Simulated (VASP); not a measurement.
# In in VASP: reference runs

How does In come out in PBE? The cell is run as given.

Everything below comes from runs of VASP 6.6.1. Logs are shortened: lines on timing, memory, paths and dates and some standing lists are left out, and cuts for length are marked.

### 1 The cell of the first run

The cell holds a slab with vacuum, 7 atoms: a = 3.364 Å, b = 3.364 Å, c = 31.200 Å, α = 90.00°, β = 90.00°, γ = 120.00°.

The slab is cut from a database's or a generator's crystal, which needn't be the stable form of the element.

### 2 Single point, PBE (the (0 0 1) slab of In, cut from the database cell, not relaxed)

File INCAR:

```
SYSTEM = In
PREC = Accurate
ENCUT = 520
EDIFF = 1E-7
ISMEAR = -1
SIGMA = 0.05
LREAL = .False.
LASPH = .True.
NELM = 100
ALGO = Normal
ISIF = 2
LWAVE = .False.
LCHARG = .False.
LDIPOL = .True.
IDIPOL = 3
DIPOL = 0.5 0.5 0.500
GGA = PE
NBANDS = 54
```

File KPOINTS:

```
Automatic mesh
0
Gamma
  9 9 1
  0 0 0
```

File POSCAR:

```
In
1.0
    3.3638438630      0.0000000000      0.0000000000
   -1.6819219315      2.9131742397      0.0000000000
    0.0000000000      0.0000000000     31.1995625400
In
7
Direct
    0.3333333300      0.6666666600      0.2403879859
    0.0000000000      0.0000000000      0.3269253239
    0.6666666700      0.3333333400      0.4134626620
    0.0000000000      0.0000000000      0.5000000000
    0.3333333300      0.6666666600      0.5865373380
    0.0000000000      0.0000000000      0.6730746761
    0.6666666700      0.3333333400      0.7596120141
```

Potentials or basis: VASP PAW PBE potentials, release 64 (In_d).

On the command line:

```console
$ cat potpaw_PBE.64/In_d/POTCAR > POTCAR
$ mpirun -np 1 vasp_std > vasp.out
```

OUTCAR:

```text
SYSTEM = In
   PREC = Accurate
   ENCUT = 520
   EDIFF = 1E-7
   ISMEAR = -1
   LREAL = .False.
   LASPH = .True.
   NELM = 100
   ISIF = 2
   GGA = PE

 ion  position               nearest neighbor table
   1  0.333  0.667  0.240-   2 3.33   2 3.33   2 3.33
   2  0.000  0.000  0.327-   1 3.33   3 3.33   1 3.33   1 3.33   3 3.33   3 3.33
   3  0.667  0.333  0.413-   4 3.33   2 3.33   4 3.33   4 3.33   2 3.33   2 3.33
   4  0.000  0.000  0.500-   5 3.33   3 3.33   3 3.33   5 3.33   3 3.33   5 3.33
   5  0.333  0.667  0.587-   4 3.33   6 3.33   4 3.33   4 3.33   6 3.33   6 3.33
   6  0.000  0.000  0.673-   7 3.33   5 3.33   7 3.33   7 3.33   5 3.33   5 3.33
   7  0.667  0.333  0.760-   6 3.33   6 3.33   6 3.33

  LATTYP: Found a hexagonal cell.
 ALAT       =     3.3638438630
 C/A-ratio  =     9.2749734562

  Lattice vectors:

 A1 = (   3.3638438630,   0.0000000000,   0.0000000000)
 A2 = (  -1.6819219315,   2.9131742397,   0.0000000000)
 A3 = (   0.0000000000,   0.0000000000,  31.1995625400)

Analysis of symmetry for initial positions (statically):
=====================================================================
 Subroutine PRICEL returns:
 Original cell was already a primitive cell.

 Routine SETGRP: Setting up the symmetry group for a
 hexagonal supercell.

 Subroutine GETGRP returns: Found 12 space group operations
 (whereof 12 operations were pure point group operations)
 out of a pool of 24 trial point group operations.

The static configuration has the point symmetry D_3d.

Analysis of symmetry for dynamics (positions and initial velocities):
=====================================================================
 Subroutine PRICEL returns:
 Original cell was already a primitive cell.

 Routine SETGRP: Setting up the symmetry group for a
 hexagonal supercell.

 Subroutine GETGRP returns: Found 12 space group operations
 (whereof 12 operations were pure point group operations)
 out of a pool of 24 trial point group operations.

The dynamic configuration has the point symmetry D_3d.

 Subroutine INISYM returns: Found 12 space group operations
 (whereof 12 operations are pure point group operations),
 and found     1 'primitive' translations

----------------------------------------------------------------------------------------

                                     Primitive cell

  volume of cell :     305.7390

  direct lattice vectors                    reciprocal lattice vectors
     3.363843863  0.000000000  0.000000000     0.297278958  0.171634087  0.000000000
    -1.681921932  2.913174240  0.000000000     0.000000000  0.343268173  0.000000000
     0.000000000  0.000000000 31.199562540     0.000000000  0.000000000  0.032051731

  length of vectors
     3.363843863  3.363843863 31.199562540     0.343268173  0.343268173  0.032051731

  position of ions in fractional coordinates (direct lattice)
     0.333333330  0.666666660  0.240387986
     0.000000000  0.000000000  0.326925324
     0.666666670  0.333333340  0.413462662
     0.000000000  0.000000000  0.500000000
     0.333333330  0.666666660  0.586537338
     0.000000000  0.000000000  0.673074676
     0.666666670  0.333333340  0.759612014

  ion indices of the primitive-cell ions
   primitive index   ion index
                 1           1
                 2           2
                 3           3
                 4           4
                 5           5
                 6           6
                 7           7

----------------------------------------------------------------------------------------

 KPOINTS: Automatic mesh

Automatic generation of k-mesh.
 Grid dimensions read from file:
 generate k-points for:    9    9    1

 Generating k-lattice:

  Cartesian coordinates                     Fractional coordinates (reciprocal lattice)
     0.033030995  0.019070454  0.000000000     0.111111111 -0.000000000  0.000000000
     0.000000000  0.038140908  0.000000000     0.000000000  0.111111111  0.000000000
     0.000000000  0.000000000  0.032051731     0.000000000  0.000000000  1.000000000

  Length of vectors
     0.038140908  0.038140908  0.032051731

  Shift w.r.t. Gamma in fractional coordinates (k-lattice)
     0.000000000  0.000000000  0.000000000

 Subroutine IBZKPT returns following result:
 ===========================================

 Found     12 irreducible k-points:

 Following reciprocal coordinates:
            Coordinates               Weight
  0.000000  0.000000  0.000000      1.000000
  0.111111  0.000000  0.000000      6.000000
  0.222222  0.000000  0.000000      6.000000
  0.333333 -0.000000  0.000000      6.000000
  0.444444  0.000000  0.000000      6.000000
  0.111111  0.111111  0.000000      6.000000
  0.222222  0.111111  0.000000     12.000000
  0.333333  0.111111  0.000000     12.000000
  0.444444  0.111111  0.000000      6.000000
  0.222222  0.222222  0.000000      6.000000
  0.333333  0.222222  0.000000     12.000000
  0.333333  0.333333  0.000000      2.000000
   k-points           NKPTS =     12   k-points in BZ     NKDIM =     12   number of bands    NBANDS=     54
   number of dos      NEDOS =    301   number of ions     NIONS =      7
   total plane-waves  NPLWV = 188160
   dimension x,y,z NGX =    28 NGY =   28 NGZ =  240
   dimension x,y,z NGXF=    56 NGYF=   56 NGZF=  480
   ions per type =               7
   NGX,Y,Z   is equivalent  to a cutoff of  13.84, 13.84, 12.79 a.u.
   NGXF,Y,Z  is equivalent  to a cutoff of  27.68, 27.68, 25.58 a.u.
 SYSTEM =  In
   PREC   = accura    normal or accurate (medium, high low for compatibility)
   ISTART =      0    job   : 0-new  1-cont  2-samecut
   ICHARG =      2    charge: 1-file 2-atom 10-const
   ISPIN  =      1    spin polarized calculation?
   LNONCOLLINEAR =      F non collinear calculations
   LSORBIT =      F    spin-orbit coupling
   LASPH  =      T    aspherical Exc in radial PAW
   ENCUT  =  520.0 eV  38.22 Ry    6.18 a.u.   6.25  6.25 58.01*2*pi/ulx,y,z
   NELM   =    100;   NELMIN=  2; NELMDL= -5     # of ELM steps
   EDIFF  = 0.1E-06   stopping-criterion for ELM
   LREAL  =      F    real-space projection
   EDIFFG = 0.1E-05   stopping-criterion for IOM
   NSW    =      0    number of steps for IOM
   IBRION =     -1    ionic relax: 0-MD 1-quasi-New 2-CG
   NFREE  =      0    steps in history (QN), initial steepest desc. (CG)
   ISIF   =      2    stress and relaxation
   ISYM   =      2    0-nonsym 1-usesym 2-fastsym
   POTIM  = 0.5000    time-step for ionic-motion
   TEBEG  =    0.0;   TEEND  =   0.0 temperature during run
   PSTRESS=    0.0 pullay stress
   NELECT =      91.0000    total number of electrons
   NUPDOWN=      -1.0000    fix difference up-down
   EMIN   =  10.00;   EMAX   =-10.00  energy-range for DOS
   EFERMI =   0.00;   METHOD = LEGACY
   ISMEAR =    -1;   SIGMA  =   0.05  broadening in eV -4-tet -1-fermi 0-gaus
   EFERMI_NEDOS =   21; number of points for ismear=-14 and -15
   IALGO  =     38    algorithm
   IMIX   =      4    mixing-type and parameters
     AMIX     =   0.40;   BMIX     =  1.00
     AMIX_MAG =   1.60;   BMIX_MAG =  1.00
  volume/ion in A,a.u.               =      43.68       294.75
  Fermi-wavevector in a.u.,A,eV,Ry     =   1.093046  2.065557 16.255549  1.194749
  Thomas-Fermi vector in A             =   2.229323
   LORBIT       =      0    0 simple, 1 ext, 2 COOP (PROOUT), +10 PAW based schemes
   GGA     = PE    functional components
   LHFCALC =     F    Hartree Fock is set to
   AEXX    =    0.0000 exact exchange contribution
   IVDW    =     0    specifies the selected vdW correction
   LEPSILON=     F    determine dielectric tensor
   LRPA    =     F    only Hartree local field effects (RPA)
 non-spin polarized calculation
  energy-cutoff  :      520.00
  volume of cell :      305.74
 maximum number of plane-waves:      8277
 NGX is ok and might be reduce to    28
   NGX = 13   NGY = 13   NGZ =117

 dipolmoment           0.000000      0.000000     -0.000000 electrons x Angstroem

 number of electron      90.9999997 magnetization

 dipolmoment           0.000000      0.000000      0.000000 electrons x Angstroem

 Free energy of the ion-electron system (eV)
  ---------------------------------------------------
  ext. energy  EPLUGINS =         0.00000000
  ---------------------------------------------------
  free energy    TOTEN  =       -17.45467911 eV

  energy without entropy =      -17.41105885  energy(sigma->0) =      -17.43286898

 E-fermi :   3.0469     XC(G=0):  -6.6810

 val. band max:        3.0191628774   @ k =   0.3333   0.2222   0.0000
 cond. band min:       3.0534738285   @ k =   0.4444   0.1111   0.0000
 fundamental gap:      0.0343109511
 Fermi energy:         3.0468703068

 k-point     1 :       0.0000    0.0000    0.0000
  band No.  band energies     occupation
      1     -11.6802      2.00000
      2     -11.6792      2.00000
      3     -11.6482      2.00000
      4     -11.6413      2.00000
      5     -11.6341      2.00000
      6     -11.6188      2.00000
[... 46 lines left out ...]
     53      11.1862      0.00000
     54      11.1862      0.00000

 k-point     2 :       0.1111    0.0000    0.0000
  band No.  band energies     occupation
      1     -11.6714      2.00000
      2     -11.6711      2.00000
      3     -11.6440      2.00000
      4     -11.6401      2.00000
      5     -11.6316      2.00000
      6     -11.6123      2.00000
[... 46 lines left out ...]
     53       9.4982      0.00000
     54       9.9067      0.00000

 k-point     3 :       0.2222    0.0000    0.0000
  band No.  band energies     occupation
      1     -11.7053      2.00000
      2     -11.7049      2.00000
      3     -11.6722      2.00000
      4     -11.6439      2.00000
      5     -11.6332      2.00000
      6     -11.6132      2.00000
[... 46 lines left out ...]
     53       7.6947      0.00000
     54       8.4443      0.00000

 k-point     4 :       0.3333   -0.0000    0.0000
  band No.  band energies     occupation
      1     -11.7554      2.00000
      2     -11.7516      2.00000
      3     -11.7158      2.00000
      4     -11.6763      2.00000
      5     -11.6629      2.00000
      6     -11.6513      2.00000
[... 46 lines left out ...]
     53       6.8026      0.00000
     54       7.6317      0.00000

 k-point     5 :       0.4444    0.0000    0.0000
  band No.  band energies     occupation
      1     -11.7880      2.00000
      2     -11.7810      2.00000
      3     -11.7422      2.00000
      4     -11.7045      2.00000
      5     -11.6949      2.00000
      6     -11.6811      2.00000
[... 46 lines left out ...]
     53       6.5041      0.00000
     54       7.0758      0.00000

 k-point     6 :       0.1111    0.1111    0.0000
  band No.  band energies     occupation
      1     -11.6683      2.00000
      2     -11.6682      2.00000
      3     -11.6478      2.00000
      4     -11.6477      2.00000
      5     -11.6283      2.00000
      6     -11.6274      2.00000
[... 46 lines left out ...]
     53       7.9686      0.00000
     54       8.2372      0.00000

 k-point     7 :       0.2222    0.1111    0.0000
  band No.  band energies     occupation
      1     -11.7058      2.00000
      2     -11.7040      2.00000
      3     -11.6728      2.00000
      4     -11.6475      2.00000
      5     -11.6387      2.00000
      6     -11.6320      2.00000
[... 46 lines left out ...]
     53       6.5502      0.00000
     54       7.1917      0.00000

 k-point     8 :       0.3333    0.1111    0.0000
  band No.  band energies     occupation
      1     -11.7458      2.00000
      2     -11.7414      2.00000
      3     -11.7094      2.00000
      4     -11.6764      2.00000
      5     -11.6689      2.00000
      6     -11.6554      2.00000
[... 46 lines left out ...]
     53       6.0276      0.00000
     54       6.3121      0.00000

 k-point     9 :       0.4444    0.1111    0.0000
  band No.  band energies     occupation
      1     -11.7616      2.00000
      2     -11.7560      2.00000
      3     -11.7244      2.00000
      4     -11.6896      2.00000
      5     -11.6893      2.00000
      6     -11.6660      2.00000
[... 46 lines left out ...]
     53       5.5858      0.00000
     54       6.0945      0.00000

 k-point    10 :       0.2222    0.2222    0.0000
  band No.  band energies     occupation
      1     -11.6884      2.00000
      2     -11.6864      2.00000
      3     -11.6704      2.00000
      4     -11.6685      2.00000
      5     -11.6429      2.00000
      6     -11.6384      2.00000
[... 46 lines left out ...]
     53       5.7035      0.00000
     54       5.7801      0.00000

 k-point    11 :       0.3333    0.2222    0.0000
  band No.  band energies     occupation
      1     -11.7059      2.00000
      2     -11.7020      2.00000
      3     -11.6886      2.00000
      4     -11.6558      2.00000
      5     -11.6495      2.00000
      6     -11.6394      2.00000
[... 46 lines left out ...]
     53       4.8217      0.00000
     54       5.0903      0.00000

 k-point    12 :       0.3333    0.3333    0.0000
  band No.  band energies     occupation
      1     -11.6913      2.00000
      2     -11.6913      2.00000
      3     -11.6721      2.00000
      4     -11.6721      2.00000
      5     -11.6459      2.00000
      6     -11.6371      2.00000
[... 46 lines left out ...]
     53       3.7638      0.00000
     54       4.6292      0.00000

------------------------ aborting loop because EDIFF is reached ----------------------------------------

 vacuum level on the upper side and lower side of the slab       (xc-potential included)        -0.220        -0.220

  FORCE on cell =-STRESS in cart. coord.  units (eV):
  Direction    XX          YY          ZZ          XY          YZ          ZX
  --------------------------------------------------------------------------------------
  -------------------------------------------------------------------------------------
  Total        0.8161046      0.8161046      1.0126957      0.0000000      0.0000000     -0.0000000
  in kB        4.2766686      4.2766686      5.3068737      0.0000000      0.0000000     -0.0000000
  external PRESSURE =       4.6200703 kB  Pullay stress =       0.0000000 kB

 VOLUME and BASIS-vectors are now :
 -----------------------------------------------------------------------------
  energy-cutoff  :      520.00
  volume of cell :      305.74
      direct lattice vectors                 reciprocal lattice vectors
     3.363843863  0.000000000  0.000000000     0.297278958  0.171634087  0.000000000
    -1.681921932  2.913174240  0.000000000     0.000000000  0.343268173  0.000000000
     0.000000000  0.000000000 31.199562540     0.000000000  0.000000000  0.032051731

 POSITION                                       TOTAL-FORCE (eV/Angst)
 -----------------------------------------------------------------------------------
      0.00000      1.94212      7.50000        -0.000000     -0.000000     -0.133220
      0.00000      0.00000     10.19993        -0.000000     -0.000000      0.143218
      1.68192      0.97106     12.89985         0.000000     -0.000000     -0.082673
      0.00000      0.00000     15.59978        -0.000000     -0.000000     -0.000000
      0.00000      1.94212     18.29971        -0.000000      0.000000      0.082673
      0.00000      0.00000     20.99964        -0.000000     -0.000000     -0.143218
      1.68192      0.97106     23.69956         0.000000      0.000000      0.133220
 -----------------------------------------------------------------------------------
    total drift:                               -0.000000      0.000000      0.000000

  FREE ENERGIE OF THE ION-ELECTRON SYSTEM (eV)
  ---------------------------------------------------
  free  energy   TOTEN  =       -17.4546791087 eV

  energy  without entropy=      -17.4110588512  energy(sigma->0) =      -17.43286898

 vacuum level on the upper side and lower side of the slab         6.573         6.573
```

Run time: 11 min. Hardware: 1 thread of Intel Xeon Platinum 8375C at 2.90GHz (Ice Lake), shared host; peak memory 0.51 GiB.

What came out:

```
Free energy            : -17.4547 eV
Largest force          : 0.143 eV/Å
Band gap on the k mesh : none (metal or under the smearing width)
```

Forces in eV/Å, atoms in the order of the input:
```
In   0.000  0.000 -0.133
In   0.000  0.000  0.143
In   0.000  0.000 -0.083
In   0.000  0.000  0.000
In   0.000  0.000  0.083
In   0.000  0.000 -0.143
In   0.000  0.000  0.133
```
